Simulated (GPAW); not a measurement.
Write an ASE script for GPAW 26.7.0 that does the following.

```
Task                      : band structure
Functional                : revPBE
Potentials or basis       : the program's PAW data sets (release 1.2.1) made for this functional
Cutoff                    : 800 eV
Basis                     : pw
k mesh                    : 7 × 7 × 5
Occupations               : fermi-dirac, width 0.05 eV
Spin                      : spin-orbit coupling, no magnetisation
Maxiter                   : 150
Band path                 : GMKGALHA,LM,KH
Band points               : 100
spin axis theta (degrees) : 0
spin axis phi (degrees)   : 0
Soc after scf             : second variation
```

The structure of ZrB2 lies in ZrB2.xyz:

```xyz
3
Lattice="3.1700000000 0.0000000000 0.0000000000 -1.5850000000 2.7453005300 0.0000000000 0.0000000000 0.0000000000 3.5330000000" Properties=species:S:1:pos:R:3 pbc="T T T"
Zr     0.0000000000      0.0000000000      0.0000000000
B      1.5850000002      0.9151001766      1.7665000000
B     -0.0000000002      1.8302003534      1.7665000000
```

The input as run:

run.py

```python
import numpy as np
from ase.dft.bandgap import bandgap
from ase.io import read, write
from ase.units import GPa
from gpaw import GPAW, PW
from gpaw.spinorbit import soc_eigenstates

atoms = read('ZrB2.xyz')

calc = GPAW(mode=PW(800),
            xc='revPBE',
            kpts={'size': (7, 7, 5), 'gamma': True},
            occupations={'name': 'fermi-dirac', 'width': 0.05},
            nbands=20,
            convergence={'density': 1e-05, 'energy': 1e-05},
            maxiter=150,
            txt='gpaw.txt')
atoms.calc = calc
energy = atoms.get_potential_energy()
forces = atoms.get_forces()
stress = atoms.get_stress()
calc.write('gs.gpw')
write('result.traj', atoms)
print(f'Energy: {energy:.6f} eV')
print('Forces (eV/A):')
print(forces.round(4))
print('Stress (GPa):', (stress / GPa).round(3))
print('Fermi level:', round(calc.get_fermi_level(), 4), 'eV')
print(f'Gap: {bandgap(calc)[0]:.4f} eV, direct: {bandgap(calc, direct=True)[0]:.4f} eV')

path = atoms.cell.bandpath('GMKGALHA,LM,KH', npoints=100, eps=1e-4)
bs_calc = calc.fixed_density(kpts=path, symmetry='off', nbands=31,
                             convergence={'bands': 'CBM+6.0', 'eigenstates': 1e-6}, txt='bands.txt')
bs = bs_calc.band_structure()
bs.write('bs.json')
print(f'Gap on the path: {bandgap(bs_calc)[0]:.4f} eV')

soc = soc_eigenstates(bs_calc, theta=0, phi=0)
np.savetxt('soc_bands.dat', soc.eigenvalues(), fmt='%.4f')
mesh = soc_eigenstates('gs.gpw', theta=0, phi=0)
np.savetxt('soc_mesh.dat', mesh.eigenvalues(), fmt='%.4f')
print('Fermi level with spin-orbit coupling:', round(mesh.fermi_level, 4), 'eV')
```

Potentials or basis: the program's PAW data sets (release 1.2.1) made for this functional, pw.

Command:

```bash
$ OMP_NUM_THREADS=1 python run.py
```

It gave:

- Pressure: 2.9 GPa
- Band gap along the path: none (metal or under the smearing width)

Caveat: spin-orbit coupling was added after a scalar SCF, so levels and gaps hold it while energy, forces, pressure and moments don't; this program's spin-orbit splittings come out too wide for heavy elements.

Run time: 59 s on 1 thread of Arm Neoverse V1, with other jobs on the host, peak memory 0.33 GiB.
